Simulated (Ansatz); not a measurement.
W, DFT, PBE, PAW with Ansatz's default frozen-core files, scalar-relativistic (Ansatz 0.2.0), run on 1 thread of Arm Neoverse V1 on a shared host.

The structure is an experimental refinement, used without relaxation. It was measured hot, at 2171 K. The listed cell was then made from it by scaling, straining or moving an atom.

Command: `ansatz run input.yaml --threads 1 --pin off --max-ram 2048MiB --backend cpu --events-out ev --progress --plain --runs-dir out`

```yaml
crystal:
  lattice:
    - [-1.549381, 1.5973, 1.5973]
    - [1.5973, -1.549381, 1.5973]
    - [1.5973, 1.5973, -1.549381]
  atoms:
    - { symbol: W, position: [0.0, 0.0, 0.0] }
kpoints:
  mp_grid: { grid: [14, 14, 14] }
scf:
  occupations: { method: fermi_dirac, width: 0.03 }
hamiltonian:
  xc: pbe
  pseudopotentials: { kind: paw }
output:
  forces: true
  stress: true
  eigenvalues: true
  efg: { contact_densities: true }
```

How large is the problem that the program sets up?

288 irreducible k-points, 321 plane waves at Γ, 11 bands.

Estimate the wall time and the peak memory.

4.6 s of wall time for 6 SCF iterations, with a peak of 0.37 GiB. Times on shared machines scatter by tens of per cent.

And the same cell and mesh by full-potential LAPW, asked for forces, stress, eigenvalues, on the same hardware?

40 s, peak memory 0.52 GiB.

And the same cell and mesh by crystal-made all-electron datasets, asked for forces, stress, eigenvalues, efg, on the same hardware?

12 s, peak memory 0.42 GiB.
